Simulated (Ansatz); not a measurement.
## Eu2O3: single point with PBEsol

Crystal: Eu2O3.

```xyz
5
Lattice="3.7883 0.0000 0.0000 -1.8941 3.2808 0.0000 0.0000 0.0000 5.8208" Properties=species:S:1:pos:R:3 pbc="T T T"
Eu    0.0000    2.1872    1.4112
Eu    1.8941    1.0936    4.4096
O     0.0000    2.1872    3.7900
O     1.8941    1.0936    2.0309
O     0.0000    0.0000    0.0000
```

Measurements of this composition are mostly on another form, of space group No. 206.

* Program: Ansatz 0.2.0
* Task: single point
* Functional: PBEsol
* Potentials or basis: Ansatz PAW
* Cutoff: 420 eV (not typed: the program's choice for these potentials)
* k mesh: 7 × 7 × 4
* Occupations: fermi-dirac, width 0.05 eV
* Spin: collinear spin, ferromagnetic start
* Starting moments: [1.75, 1.75, 0.0, 0.0, 0.0] μB
* Fixed moment: 3.5 μB

```json
{"Pressure": "-7.4 GPa", "Largest force": "0.349 eV/Å", "Net moment": "3.50 μB per cell", "Absolute moment": "6.02 μB per cell", "Site moments": "Eu +1.75; O -0.03 μB"}
```

Forces on the atoms (eV/Å):
```
Eu   0.000  0.000  0.349
Eu   0.000  0.000 -0.349
O    0.000  0.000  0.011
O    0.000  0.000 -0.011
O    0.000  0.000  0.000
```

Stress tensor (GPa, compression positive):
```
-8.08  0.00  0.00
 0.00 -8.08  0.00
 0.00  0.00 -5.90
```

Run time: 27 s on 2 threads of Arm Neoverse N1, on a shared host, peak memory 0.42 GiB.

Caveat: the pressure holds a Pulay correction of +0.5 GPa for the finite cutoff; the total moment is fixed, so each spin has its own Fermi level; the PAW data sets come from PBE, with cores solved anew for the run's functional, which leaves a small shift of forces and pressure; the thresholds are loose for stress. The state reached can hang on the start; a lower one may exist.
